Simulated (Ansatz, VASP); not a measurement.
## InP: VASP beside Ansatz

```
In P
1.0
     0.00000    2.98003    2.98003
     2.98003    0.00000    2.98003
     2.98003    2.98003    0.00000
In P
1 1
Direct
  0.00000 0.00000 0.00000
  0.25000 0.25000 0.25000
```

Alike in both runs: functional PBE; k mesh 8 × 8 × 8; occupations gaussian, width 0.02 eV; no spin polarisation.

Ansatz relaxed the structure, and its values are those at the end. VASP's run is a single point on that final structure, the one shown.

|  | VASP | Ansatz |
| --- | --- | --- |
| version | VASP 6.6.1 | Ansatz 0.2.0 |
| potentials or method | VASP PAW PBE potentials, release 64 (In_d, P) | scalar-relativistic, plane waves, PAW |
| plane-wave cutoff (eV) | 520 | 420 |
| valence electrons in the cell | 18 | 18 |

|  | VASP | Ansatz | Ansatz less VASP |
| --- | --- | --- | --- |
| gap on the k mesh at the Fermi level (eV) | 0.44 | 0.44 | +0.003 |
| least direct gap on the mesh (eV) | 0.44 | 0.44 | +0.003 |
| pressure (GPa) | -0.1 | 0.0 | +0.05 |

Caveats: spin-orbit coupling is left out, which moves the levels of the heavy elements. A hybrid or GW would open this gap; PBE tends to underestimate it.
